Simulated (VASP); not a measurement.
# TaS2 (P-3m1) in VASP: notebook

One crystal, TaS2, is run at these levels: LDA, PBE; tasks: relaxation of cell and atoms.

All numbers are computed with VASP 6.6.1; they aren't measurements. Logs are shortened: lines on timing, memory, paths and dates and some standing lists are left out, and cuts for length are marked.

### Step 1. Starting point

The structure is trigonal, space group P-3m1 (No. 164). Conventional cell: a = 3.350 Å, b = 3.350 Å, c = 5.860 Å, α = 90.00°, β = 90.00°, γ = 120.00°. Around Ta (site symmetry -3m) lie 6 S at 2.43 Å. S (site symmetry 3m) has 3 Ta at 2.43 Å as nearest neighbours.

### Step 2. Relaxation of cell and atoms, LDA

Contents of INCAR:

```
PREC = Accurate
ENCUT = 600
EDIFF = 1E-6
ISMEAR = 1
SIGMA = 0.1
LREAL = False
LASPH = True
NELM = 80
ALGO = Normal
ISIF = 3
LWAVE = False
LCHARG = False
IBRION = 2
NSW = 90
EDIFFG = -0.01
```

Contents of KPOINTS:

```
Automatic mesh
0
Gamma
  15 15 6
```

Contents of POSCAR:

```
TaS2
1.0
    3.3500000000      0.0000000000      0.0000000000
   -1.6750000000      2.9011851027      0.0000000000
    0.0000000000      0.0000000000      5.8600000000
Ta S
1 2
Direct
    0.0000000000      0.0000000000      0.0000000000
    0.3333333333      0.6666666667      0.2500000000
    0.6666666667      0.3333333333      0.7500000000
```

Potentials or basis: VASP PAW LDA potentials, release 64 (Ta_pv, S).

Started as:

```bash
cat potpaw_LDA.64/Ta_pv/POTCAR potpaw_LDA.64/S/POTCAR > POTCAR
mpirun -np 1 vasp_std > vasp.out
```

OUTCAR:

```text
PREC = Accurate
   ENCUT = 600
   EDIFF = 1E-6
   ISMEAR = 1
   LREAL = False
   LASPH = True
   NELM = 80
   ISIF = 3
   IBRION = 2
   NSW = 90
   EDIFFG = -0.01

 ion  position               nearest neighbor table
   1  0.000  0.000  0.000-   2 2.43   3 2.43   3 2.43   2 2.43   3 2.43   2 2.43
   2  0.333  0.667  0.250-   1 2.43   1 2.43   1 2.43
   3  0.667  0.333  0.750-   1 2.43   1 2.43   1 2.43

  LATTYP: Found a hexagonal cell.
 ALAT       =     3.3500000000
 C/A-ratio  =     1.7492537313

  Lattice vectors:

 A1 = (   3.3500000000,   0.0000000000,   0.0000000000)
 A2 = (  -1.6750000000,   2.9011851027,   0.0000000000)
 A3 = (   0.0000000000,   0.0000000000,   5.8600000000)

Analysis of symmetry for initial positions (statically):
=====================================================================
 Subroutine PRICEL returns:
 Original cell was already a primitive cell.

 Routine SETGRP: Setting up the symmetry group for a
 hexagonal supercell.

 Subroutine GETGRP returns: Found 12 space group operations
 (whereof 12 operations were pure point group operations)
 out of a pool of 24 trial point group operations.

The static configuration has the point symmetry D_3d.

Analysis of symmetry for dynamics (positions and initial velocities):
=====================================================================
 Subroutine PRICEL returns:
 Original cell was already a primitive cell.

 Routine SETGRP: Setting up the symmetry group for a
 hexagonal supercell.

 Subroutine GETGRP returns: Found 12 space group operations
 (whereof 12 operations were pure point group operations)
 out of a pool of 24 trial point group operations.

The dynamic configuration has the point symmetry D_3d.

 Subroutine INISYM returns: Found 12 space group operations
 (whereof 12 operations are pure point group operations),
 and found     1 'primitive' translations

----------------------------------------------------------------------------------------

                                     Primitive cell

  volume of cell :      56.9532

  direct lattice vectors                    reciprocal lattice vectors
     3.350000000  0.000000000  0.000000000     0.298507463  0.172343364  0.000000000
    -1.675000000  2.901185103  0.000000000     0.000000000  0.344686728  0.000000000
     0.000000000  0.000000000  5.860000000     0.000000000  0.000000000  0.170648464

  length of vectors
     3.350000000  3.350000000  5.860000000     0.344686728  0.344686728  0.170648464

  position of ions in fractional coordinates (direct lattice)
     0.000000000  0.000000000  0.000000000
     0.333333333  0.666666667  0.250000000
     0.666666667  0.333333333  0.750000000

  ion indices of the primitive-cell ions
   primitive index   ion index
                 1           1
                 2           2
                 3           3

----------------------------------------------------------------------------------------

 KPOINTS: Automatic mesh

Automatic generation of k-mesh.
 Grid dimensions read from file:
 generate k-points for:   15   15    6

 Generating k-lattice:

  Cartesian coordinates                     Fractional coordinates (reciprocal lattice)
     0.019900498  0.011489558  0.000000000     0.066666667 -0.000000000  0.000000000
     0.000000000  0.022979115  0.000000000     0.000000000  0.066666667  0.000000000
     0.000000000  0.000000000  0.028441411     0.000000000  0.000000000  0.166666667

  Length of vectors
     0.022979115  0.022979115  0.028441411

  Shift w.r.t. Gamma in fractional coordinates (k-lattice)
     0.000000000  0.000000000  0.000000000

 Subroutine IBZKPT returns following result:
 ===========================================

 Found    146 irreducible k-points:

 Following reciprocal coordinates:
            Coordinates               Weight
  0.000000  0.000000  0.000000      1.000000
  0.066667  0.000000  0.000000      6.000000
  0.133333  0.000000  0.000000      6.000000
  0.200000  0.000000  0.000000      6.000000
  0.266667  0.000000  0.000000      6.000000
  0.333333  0.000000  0.000000      6.000000
[... 16 lines left out ...]
  0.333333  0.200000  0.000000     12.000000
  0.400000  0.200000  0.000000      6.000000
 [... further k-points ...]
   k-points           NKPTS =    146   k-points in BZ     NKDIM =    146   number of bands    NBANDS=     15
   number of dos      NEDOS =    301   number of ions     NIONS =      3
   total plane-waves  NPLWV =  37632
   dimension x,y,z NGX =    28 NGY =   28 NGZ =   48
   dimension x,y,z NGXF=    56 NGYF=   56 NGZF=   96
   ions per type =               1   2
   NGX,Y,Z   is equivalent  to a cutoff of  13.90, 13.90, 13.62 a.u.
   NGXF,Y,Z  is equivalent  to a cutoff of  27.79, 27.79, 27.23 a.u.
 SYSTEM =  unknown system
   PREC   = accura    normal or accurate (medium, high low for compatibility)
   ISTART =      0    job   : 0-new  1-cont  2-samecut
   ICHARG =      2    charge: 1-file 2-atom 10-const
   ISPIN  =      1    spin polarized calculation?
   LNONCOLLINEAR =      F non collinear calculations
   LSORBIT =      F    spin-orbit coupling
   LASPH  =      T    aspherical Exc in radial PAW
   ENCUT  =  600.0 eV  44.10 Ry    6.64 a.u.   6.69  6.69 11.70*2*pi/ulx,y,z
   NELM   =     80;   NELMIN=  2; NELMDL= -5     # of ELM steps
   EDIFF  = 0.1E-05   stopping-criterion for ELM
   LREAL  =      F    real-space projection
   EDIFFG = -.1E-01   stopping-criterion for IOM
   NSW    =     90    number of steps for IOM
   IBRION =      2    ionic relax: 0-MD 1-quasi-New 2-CG
   NFREE  =      1    steps in history (QN), initial steepest desc. (CG)
   ISIF   =      3    stress and relaxation
   ISYM   =      2    0-nonsym 1-usesym 2-fastsym
   POTIM  = 0.5000    time-step for ionic-motion
   TEBEG  =    0.0;   TEEND  =   0.0 temperature during run
   PSTRESS=    0.0 pullay stress
   NELECT =      23.0000    total number of electrons
   NUPDOWN=      -1.0000    fix difference up-down
   EMIN   =  10.00;   EMAX   =-10.00  energy-range for DOS
   EFERMI =   0.00;   METHOD = LEGACY
   ISMEAR =     1;   SIGMA  =   0.10  broadening in eV -4-tet -1-fermi 0-gaus
   EFERMI_NEDOS =   21; number of points for ismear=-14 and -15
   IALGO  =     38    algorithm
   IMIX   =      4    mixing-type and parameters
     AMIX     =   0.40;   BMIX     =  1.00
     AMIX_MAG =   1.60;   BMIX_MAG =  1.00
  volume/ion in A,a.u.               =      18.98       128.11
  Fermi-wavevector in a.u.,A,eV,Ry     =   1.210073  2.286706 19.922686  1.464276
  Thomas-Fermi vector in A             =   2.345631
   LORBIT       =      0    0 simple, 1 ext, 2 COOP (PROOUT), +10 PAW based schemes
   GGA     = CA    functional components
   LHFCALC =     F    Hartree Fock is set to
   AEXX    =    0.0000 exact exchange contribution
   IVDW    =     0    specifies the selected vdW correction
   LEPSILON=     F    determine dielectric tensor
   LRPA    =     F    only Hartree local field effects (RPA)
 conjugate gradient relaxation of ions
 non-spin polarized calculation
 Methfessel and Paxton  Order N= 1 SIGMA  =   0.10
  energy-cutoff  :      600.00
  volume of cell :       56.95
 maximum number of plane-waves:      1931
 NGX is ok and might be reduce to    28
   NGX = 13   NGY = 13   NGZ = 23

--------------------------------------- Ionic step        1  -------------------------------------------

 number of electron      22.9999999 magnetization

 Free energy of the ion-electron system (eV)
  ---------------------------------------------------
  ext. energy  EPLUGINS =         0.00000000
  ---------------------------------------------------
  free energy    TOTEN  =       -25.44120833 eV

  energy without entropy =      -25.44068624  energy(sigma->0) =      -25.44103430

------------------------ aborting loop because EDIFF is reached ----------------------------------------

  FORCE on cell =-STRESS in cart. coord.  units (eV):
  Direction    XX          YY          ZZ          XY          YZ          ZX
  --------------------------------------------------------------------------------------
  -------------------------------------------------------------------------------------
  Total       -0.0079803     -0.0079803      1.8748299      0.0000000      0.0000000      0.0000000
  in kB       -0.2244985     -0.2244985     52.7417561      0.0000000      0.0000000      0.0000000
  external PRESSURE =      17.4309197 kB  Pullay stress =       0.0000000 kB
[... 92 lines left out ...]
  FREE ENERGIE OF THE ION-ELECTRON SYSTEM (eV)
  ---------------------------------------------------
  free  energy   TOTEN  =       -25.4740670076 eV

  energy  without entropy=      -25.4736267889  energy(sigma->0) =      -25.47392027

[... ionic steps 4 to 13 ...]

--------------------------------------- Ionic step       14  -------------------------------------------

 number of electron      23.0000001 magnetization

------------------------ aborting loop because EDIFF is reached ----------------------------------------
[... 69 lines left out ...]
--------------------------------------- Ionic step       16  -------------------------------------------

 number of electron      23.0000001 magnetization

 Free energy of the ion-electron system (eV)
  ---------------------------------------------------
  ext. energy  EPLUGINS =         0.00000000
  ---------------------------------------------------
  free energy    TOTEN  =       -25.51238007 eV

  energy without entropy =      -25.51208786  energy(sigma->0) =      -25.51228267

 E-fermi :   6.0891     XC(G=0): -11.1859

 val. band max:        6.0885175912   @ k =   0.0000   0.1333   0.1667
 cond. band min:       6.0936051500   @ k =   0.2000   0.0667   0.1667
 fundamental gap:      0.0050875588
 Fermi energy:         6.0891238309

 k-point     1 :       0.0000    0.0000    0.0000
  band No.  band energies     occupation
      1     -28.8702      2.00000
      2     -28.8121      2.00000
      3     -28.8121      2.00000
      4      -9.0284      2.00000
      5      -6.8198      2.00000
      6      -1.2142      2.00000
      7       2.3086      2.00000
      8       2.3086      2.00000
      9       5.1203      2.00000
     10       5.6641      2.00000
     11       5.6641      2.00000
     12       5.9464      2.06145
     13       6.2958     -0.01279
     14       6.2958     -0.01279
[... 401 lines left out ...]
      2     -28.9728      2.00000
      3     -28.7942      2.00000
      4      -6.8445      2.00000
      5      -6.5569      2.00000
      6      -0.4012      2.00000
      7       0.7831      2.00000
      8       1.7153      2.00000
      9       2.0087      2.00000
     10       2.3257      2.00000
     11       3.0400      2.00000
     12       6.8889     -0.00000
     13       8.5474      0.00000
     14       8.7699      0.00000
     15      10.1082      0.00000

 [... further k-points ...]
[... 5 lines left out ...]
  --------------------------------------------------------------------------------------
  -------------------------------------------------------------------------------------
  Total        0.0290139      0.0290139     -0.0174503      0.0000000      0.0000000      0.0000000
  in kB        0.8635527      0.8635527     -0.5193788      0.0000000      0.0000000      0.0000000
  external PRESSURE =       0.4025756 kB  Pullay stress =       0.0000000 kB
[... 18 lines left out ...]
  FREE ENERGIE OF THE ION-ELECTRON SYSTEM (eV)
  ---------------------------------------------------
  free  energy   TOTEN  =       -25.5123800670 eV

  energy  without entropy=      -25.5120878622  energy(sigma->0) =      -25.51228267

 reached required accuracy - stopping structural energy minimisation
```

Run time: 10 min. Hardware: 1 thread of Intel Xeon Platinum 8488C (Sapphire Rapids), shared host; peak memory 0.3 GiB.

What came out:

* Free energy: -25.5124 eV
* Relaxed volume: 17.94 Å³/atom
* Relaxed cell: a = 3.292 Å, b = 3.292 Å, c = 5.736 Å, α = 90.00°, β = 90.00°, γ = 120.00°
* Space group after relaxing (to 0.05 Å): P-3m1 (No. 164)
* Energy gained by relaxing: 23.7 meV/atom
* Ionic steps: 16
* Pressure after relaxing: 0.0 GPa
* Largest force after relaxing: 0.008 eV/Å
* Band gap on the k mesh: none (metal or under the smearing width)

Forces on the atoms (eV/Å):
```
Ta   0.000  0.000  0.000
S    0.000  0.000 -0.008
S    0.000  0.000  0.008
```

Step by step:
```csv
step,energy change (eV),largest force (eV/Å),pressure (GPa),volume (Å³)
1,0.0000,0.8353,1.74,56.95
2,-0.0076,0.5003,-5.87,58.66
3,-0.0329,0.0992,-2.52,57.86
4,-0.0548,0.0642,-0.40,56.20
5,-0.0549,0.0655,-0.42,56.23
6,-0.0572,0.1786,0.29,55.85
7,-0.0576,0.2597,0.81,55.58
8,-0.0585,0.2530,0.76,55.54
9,-0.0610,0.2343,0.53,55.42
10,-0.0645,0.1970,0.13,55.16
11,-0.0653,0.1186,-0.59,54.64
12,-0.0660,0.1525,-0.30,54.85
13,-0.0680,0.0985,-0.47,54.68
14,-0.0705,0.0683,-0.75,54.17
15,-0.0708,0.0351,0.51,53.59
16,-0.0712,0.0084,0.04,53.83
```

Final structure:
```yaml
crystal:
  lattice:
    - [3.29193, 0.00000, 0.00000]
    - [-1.64597, 2.85090, 0.00000]
    - [0.00000, 0.00000, 5.73582]
  atoms:
    - { symbol: Ta, position: [0.00000, 0.00000, 0.00000] }
    - { symbol: S, position: [0.33333, 0.66667, 0.26847] }
    - { symbol: S, position: [0.66667, 0.33333, 0.73153] }
```

The run has no spin-orbit coupling, so splittings on Ta are missing. LDA usually gives volumes a few per cent too small.

### Step 3. Relaxation of cell and atoms, LDA

This run uses another cell than the first one, of 17.94 Å³/atom, 0.945 times its volume.

Changes to INCAR since step 2:

```diff
@@ -2,3 +2,3 @@
 ENCUT = 600
-EDIFF = 1E-6
+EDIFF = 1E-7
 ISMEAR = 1
@@ -14,2 +14,2 @@
 NSW = 90
-EDIFFG = -0.01
+EDIFFG = -0.005
```

KPOINTS is that of step 2.

Contents of POSCAR:

```
TaS2                                    
1.0
    3.2919321210     -0.0000000000      0.0000000000
   -1.6459660605      2.8508968443      0.0000000000
    0.0000000000     -0.0000000000      5.7358243191
  Ta              S             
     1     2
Direct
     0.0000000000000000    0.0000000000000000    0.0000000000000000
     0.3333333332999970    0.6666666667000030    0.2684666445709627
     0.6666666667000030    0.3333333332999970    0.7315333554290374
```

Potentials or basis: VASP PAW LDA potentials, release 64 (Ta_pv, S).

Started as:

```bash
cat potpaw_LDA.64/Ta_pv/POTCAR potpaw_LDA.64/S/POTCAR > POTCAR
mpirun -np 1 vasp_std > vasp.out
```

Wall time 2.9 min (1 thread of Intel Xeon Platinum 8488C (Sapphire Rapids), shared host); peak memory 0.27 GiB.

The run converged. Its results:

```
Free energy                            : -25.5121 eV
Relaxed volume                         : 17.95 Å³/atom
Relaxed cell                           : a = 3.293 Å, b = 3.293 Å, c = 5.732 Å, α = 90.00°, β = 90.00°, γ = 120.00°
Space group after relaxing (to 0.05 Å) : P-3m1 (No. 164)
Energy gained by relaxing              : 0.0 meV/atom
Ionic steps                            : 4
Pressure after relaxing                : 0.0 GPa
Band gap on the k mesh                 : none (metal or under the smearing width)
```

Final structure:
```yaml
crystal:
  lattice:
    - [3.29343, 0.00000, 0.00000]
    - [-1.64671, 2.85219, 0.00000]
    - [0.00000, 0.00000, 5.73192]
  atoms:
    - { symbol: Ta, position: [0.00000, 0.00000, 0.00000] }
    - { symbol: S, position: [0.33333, 0.66667, 0.26843] }
    - { symbol: S, position: [0.66667, 0.33333, 0.73157] }
```

Levels at points of the mesh, in eV from the Fermi level:
```tsv
k point	band 9	band 10	band 11	band 12	band 13	band 14	band 15
(0.00, 0.00, 0.00)	-0.96	-0.43	-0.43	-0.14	0.20	0.20	3.80
(0.00, 0.00, 0.50)	-3.74	-0.69	-0.69	0.16	0.16	1.16	4.44
```

The run has no spin-orbit coupling, so splittings on Ta are missing.

### Step 4. Relaxation of cell and atoms, PBE

Contents of INCAR:

```
SYSTEM = TaS2
PREC = Accurate ; ENCUT = 300
EDIFF = 1E-6 ; ISMEAR = 1
SIGMA = 0.1 ; LREAL = .False.
LASPH = .True. ; NELM = 80
ALGO = Normal ; ISIF = 3
LWAVE = .False. ; LCHARG = .False.
GGA = PE ; IBRION = 2
NSW = 90 ; EDIFFG = -0.01
```

Contents of KPOINTS:

```
Automatic mesh
0
Gamma
  8 8 3
  0 0 0
```

Contents of POSCAR:

```
TaS2
1.0
    3.3500000000      0.0000000000      0.0000000000
   -1.6750000000      2.9011851027      0.0000000000
    0.0000000000      0.0000000000      5.8600000000
Ta S
1 2
Direct
    0.0000000000      0.0000000000      0.0000000000
    0.3333333333      0.6666666667      0.2500000000
    0.6666666667      0.3333333333      0.7500000000
```

Potentials or basis: VASP PAW PBE potentials, release 64 (Ta, S).

Started as:

```bash
cat potpaw_PBE.64/Ta/POTCAR potpaw_PBE.64/S/POTCAR > POTCAR
mpirun -np 1 vasp_std > vasp.out
```

Run time: 70 s. Hardware: 1 thread of Intel Xeon Platinum 8375C at 2.90GHz (Ice Lake), shared host; peak memory 0.14 GiB.

It converged, with:

```
Free energy                            : -23.1466 eV
Relaxed volume                         : 20.36 Å³/atom
Relaxed cell                           : a = 3.363 Å, b = 3.363 Å, c = 6.237 Å, α = 90.00°, β = 90.00°, γ = 120.00°
Space group after relaxing (to 0.05 Å) : P-3m1 (No. 164)
Energy gained by relaxing              : 38.2 meV/atom
Ionic steps                            : 18
Pressure after relaxing                : 0.0 GPa
Band gap on the k mesh                 : none (metal or under the smearing width)
```

Forces on the atoms (eV/Å):
```
Ta   0.000  0.000  0.000
S    0.000  0.000  0.002
S    0.000  0.000 -0.002
```

Step by step:
```csv
step,energy change (eV),largest force (eV/Å),pressure (GPa),volume (Å³)
1,0.0000,1.2223,8.46,56.95
2,0.2352,1.7943,-12.72,65.61
3,-0.1003,0.0067,-0.79,59.82
4,-0.1005,0.0350,-0.47,59.71
5,-0.1089,0.0452,-0.21,59.46
6,-0.1103,0.0975,-0.06,59.31
7,-0.1108,0.0191,0.46,59.24
8,-0.1108,0.0136,0.49,59.23
9,-0.1112,0.0129,0.47,59.31
10,-0.1121,0.0114,0.37,59.55
11,-0.1135,0.0067,0.20,60.02
12,-0.1145,0.0056,-0.10,60.97
13,-0.1145,0.0076,-0.13,61.04
14,-0.1147,0.0229,0.10,61.04
15,-0.1147,0.0207,0.07,61.04
16,-0.1147,0.0196,0.05,61.04
17,-0.1147,0.0153,-0.13,61.10
18,-0.1147,0.0022,-0.04,61.07
```

Final structure:
```
Ta S
1.0
     3.36256    0.00000    0.00000
    -1.68128    2.91206    0.00000
     0.00000    0.00000    6.23711
Ta S
1 2
Direct
  0.00000 0.00000 0.00000
  0.33333 0.66667 0.24668
  0.66667 0.33333 0.75332
```

Levels at points of the mesh, in eV from the Fermi level:
```tsv
k point	band 6	band 7	band 8	band 9	band 10	band 11	band 12
(0.00, 0.00, 0.00)	-1.62	-0.66	-0.66	0.07	0.15	0.15	3.86
(0.50, 0.00, 0.00)	-3.77	-3.23	-2.00	-0.92	2.48	3.04	4.31
```

Caveat: the cutoff is under 1.25 times the usual one of these potentials, so pressure, stress and relaxed cells hold a basis-set (Pulay) error; this functional lacks dispersion, which binds the layers, so the pressure and a relaxed spacing across them are unreliable.
